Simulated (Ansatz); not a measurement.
# HfO2 under changes of volume

One of the cells (10.955 Å³/atom); the others are scaled copies at fixed shape and fractional positions:

```
CELL_PARAMETERS angstrom
5.21946 0.00000 0.00000
0.00000 5.00476 0.00000
0.00000 0.00000 5.03269
ATOMIC_POSITIONS crystal
Hf 0.96699 0.73252 0.74144
Hf 0.53301 0.73252 0.24144
Hf 0.46699 0.26748 0.74144
Hf 0.03301 0.26748 0.24144
O 0.63213 0.92865 0.87927
O 0.86787 0.92865 0.37927
O 0.23395 0.53988 0.49229
O 0.26605 0.53988 0.99229
O 0.76605 0.46012 0.99229
O 0.73395 0.46012 0.49229
O 0.13213 0.07135 0.87927
O 0.36787 0.07135 0.37927
```

Measurements of this composition are mostly on another form, of space group No. 14.

```yaml
Program: Ansatz 0.2.0
Functional: PBE
Potentials_or_basis: Ansatz PAW earlier set
Cutoff: 900 eV
Density_cutoff: 3600 eV
k_mesh: 5 × 6 × 5
Occupations: fermi-dirac, width 0.05 eV
Spin: no spin polarisation
```

| volume (Å³/atom) | energy over the lowest point (meV/atom) | pressure (GPa) | gap on the mesh (eV) | largest force (eV/Å) |
| --- | --- | --- | --- | --- |
| 10.298 | 91.30 | 29.6 | 4.68 | 0.374 |
| 10.517 | 55.90 | 22.3 | 4.62 | 0.280 |
| 10.736 | 29.93 | 15.8 | 4.55 | 0.195 |
| 10.955 | 12.50 | 9.8 | 4.48 | 0.118 |
| 11.175 | ? | ? | ? | ? |
| 11.394 | 0.00 | -0.4 | 4.34 | 0.092 |
| 11.613 | 3.53 | -4.7 | 4.27 | 0.148 |

Q: What does the run at 11.175 Å³/atom give?

A: Energy over the lowest point 2.77 meV/atom; pressure 4.5 GPa; gap on the mesh 4.41 eV; largest force 0.067 eV/Å.

Worked out: A Birch-Murnaghan fit of order 3 (a polynomial in V^(-2/3)) to the other rows has its minimum at 11.38 Å³/atom with B0 = V·E''(V) = 241 GPa and B' = 4.2 at fixed shape and positions, which overstates the stiffness. It gives 2.74 meV/atom at 11.175 Å³/atom, against the run's 2.77, and -dE/dV = 4.5 GPa, against 4.5. A straight line through the other rows of the gap, of slope -3.45 eV per unit of ln V, gives 4.41 eV, against the run's 4.41.

Energies are extrapolated to zero smearing.

Caveats: odd divisions of the mesh miss points on the zone boundary, where band edges often lie, so the gap on the mesh can be too wide; spin-orbit coupling is left out, which moves the levels of the heavy elements.

A mesh can miss the band edges.
